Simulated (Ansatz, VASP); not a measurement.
## RbBr: VASP beside Ansatz

The input INCAR:

```
SYSTEM = RbBr
PREC     = Accurate       ! precision mode
ENCUT    = 520            ! plane-wave cutoff, eV
EDIFF    = 1E-6           ! SCF threshold, eV
ISMEAR   = -1             ! smearing method
SIGMA    = 0.02           ! smearing width, eV
LREAL    = .False.        ! projectors in reciprocal space
LASPH    = .True.         ! aspherical terms in the spheres
NELM     = 80             ! most SCF steps
ALGO     = Normal         ! electronic algorithm
ISIF     = 2              ! what is computed and relaxed
LWAVE    = .False.        ! write WAVECAR
LCHARG   = .False.        ! write CHGCAR
GGA      = PE             ! functional
NBANDS   = 15             ! bands
```

KPOINTS

```
Automatic mesh
0
Gamma
  6 6 6
  0 0 0
```

The input POSCAR:

```
RbBr
1.0
    0.0000000000      3.8091327135      3.8694968646
    3.8091327135      0.0000000000      3.8694968646
    3.8091327135      3.8091327135      0.0000000000
Rb Br
1 1
Direct
    0.0000000000      0.0000000000      0.0000000000
    0.2500000000      0.2500000000      0.2500000000
```

Input for Ansatz:

```yaml
crystal:
  lattice:
    - [0.0, 3.8091327135, 3.8694968646]
    - [3.8091327135, 0.0, 3.8694968646]
    - [3.8091327135, 3.8091327135, 0.0]
  atoms:
    - { symbol: Rb, position: [0.0, 0.0, 0.0] }
    - { symbol: Br, position: [0.25, 0.25, 0.25] }
kpoints:
  mp_grid: { grid: [6, 6, 6] }
  band_path:
    path:
      - [0.0, 0.0, 0.0]
      - [-0.5, -0.5, 0.0]
      - [-0.375, -0.375, 0.25]
      - [-0.375, 0.0, 0.375]
      - [0.0, 0.0, 0.5]
      - [-0.5, -0.25, 0.25]
    npoints: 1
hamiltonian:
  xc: pbe
scf:
  occupations: { method: fermi_dirac, width: 0.02 }
  n_extra_bands: 4
output:
  forces: true
  stress: true
  eigenvalues: true
```

Change from the starting cell: biaxial_xy strain -1.6%.

Alike in both runs: task single point; functional PBE; k mesh 6 × 6 × 6; occupations fermi-dirac, width 0.02 eV; no spin polarisation.

|  | VASP | Ansatz |
| --- | --- | --- |
| version | VASP 6.6.1 | Ansatz 0.2.0 |
| potentials or method | VASP PAW PBE potentials, release 64 (Rb_sv, Br) | plane waves, PAW |
| plane-wave cutoff (eV) | 520 | 420 |
| valence electrons in the cell | 16 | 16 |

```csv
,VASP,Ansatz,Ansatz less VASP
gap on the k mesh at the Fermi level (eV),4.11,4.11,0.000
pressure (GPa),0.5,0.5,-0.02
```

The functional is the same, so the differences come from potentials, cutoffs and numerics.

A k mesh can miss the band edges.
